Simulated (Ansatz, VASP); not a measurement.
This is a calculation of MgS for Ansatz 0.2.0.

input.yaml

```yaml
crystal:
  lattice:
    - [0.0, 2.8331200468, 2.8331200468]
    - [2.8331200468, 0.0, 2.8331200468]
    - [2.8331200468, 2.8331200468, 0.0]
  atoms:
    - { symbol: S, position: [0.25, 0.25, 0.25] }
    - { symbol: Mg, position: [0.0, 0.0, 0.0] }
hamiltonian:
  xc: pbesol
  pseudopotentials: { kind: paw, level: accurate }
  dispersion: d4
kpoints:
  mp_grid: { grid: [8, 8, 8] }
scf:
  occupations: { method: fixed }
output:
  forces: true
  stress: true
  eigenvalues: true
  efg: {}
```

Potentials or basis: Ansatz PAW earlier set.

Launch:

```console
$ ansatz run input.yaml --threads 2 --pin off --max-ram 5120MiB --backend cpu --events-out ev --progress --plain --runs-dir out
```

Set up the same calculation for VASP 6.6.1. Potentials there: VASP PAW PBE potentials, release 64 (S, Mg).

As run (the cutoff follows the program's own potentials):

The input INCAR:

```
SYSTEM = MgS
  ALGO = Normal
  EDIFF = 1E-8
  ENCUT = 520
  GGA = PS
  ISIF = 2
  ISMEAR = 0
  IVDW = 13
  LASPH = .True.
  LCHARG = .False.
  LEFG = .True.
  LREAL = .False.
  LWAVE = .False.
  NBANDS = 11
  NELM = 100
  PREC = Accurate
  SIGMA = 0.01
```

Contents of KPOINTS:

```
k-points
0
Gamma
  8 8 8
  0 0 0
```

POSCAR

```
MgS
1.0
    0.0000000000      2.8331200468      2.8331200468
    2.8331200468      0.0000000000      2.8331200468
    2.8331200468      2.8331200468      0.0000000000
S Mg
1 1
Direct
    0.2500000000      0.2500000000      0.2500000000
    0.0000000000      0.0000000000      0.0000000000
```

Potentials or basis: VASP PAW PBE potentials, release 64 (S, Mg).

Command:

```console
$ cat potpaw_PBE.64/S/POTCAR potpaw_PBE.64/Mg/POTCAR > POTCAR
$ mpirun -np 1 vasp_std > vasp.out
```

Both were run:

|  | VASP | Ansatz | Ansatz less VASP |
| --- | --- | --- | --- |
| gap on the k mesh at the Fermi level (eV) | 3.29 | 3.28 | -0.002 |
| least direct gap on the mesh (eV) | 3.29 | 3.28 | -0.002 |
| pressure (GPa) | -1.4 | -1.4 | +0.07 |
| dispersion energy (meV/atom) | -132.2 | -132.3 | -0.13 |
| Vzz of the field gradient on the site that differs most (V/Å²) | 0.0 | 0.0 | 0.00 |

The two sets of potentials don't hold the same shells in valence.

Caveats: the PAW data sets were made with another functional, which shifts forces and pressure a little (VASP); the PAW data sets come from PBE, with cores solved anew for the run's functional, which leaves a small shift of forces and pressure (Ansatz). A k mesh can miss the band edges. As with any semilocal functional, this PBEsol gap is likely too small.
